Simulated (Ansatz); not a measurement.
The system is Re.

```
CELL_PARAMETERS angstrom
2.76639 0.00000 0.00000
-1.38319 2.39576 0.00000
0.00000 0.00000 8.93885
ATOMIC_POSITIONS crystal
Re 0.66667 0.33333 0.75000
Re 0.00000 0.00000 0.50000
Re 0.33333 0.66667 0.25000
Re 0.00000 0.00000 0.00000
```

Base run:

```yaml
Program: Ansatz 0.2.0
Functional: PBEsol
Potentials_or_basis: Ansatz PAW
Cutoff: "420 eV (not typed: the program's choice for these potentials)"
k_mesh: 8 × 8 × 3
Occupations: fermi-dirac, width 0.05 eV
Spin: spin-orbit coupling, no magnetisation
```

Its results: band gap on the k mesh none (metal or under the smearing width); pressure -5.7 GPa.

The run is repeated on the same cell with these changes: k mesh from 8 × 8 × 3 to 11 × 11 × 3; spin from spin-orbit coupling, no magnetisation to no spin polarisation; potential files from those of the base run to others of the same set. What comes out?

Band gap on the k mesh none (metal or under the smearing width); pressure -6.8 GPa.

Several settings changed at once, so the effect can't be laid on one alone.

Caveats: the PAW data sets come from PBE, with cores solved anew for the run's functional, which leaves a small shift of forces and pressure; spin-orbit coupling is left out, which moves the levels of the heavy elements (some runs).
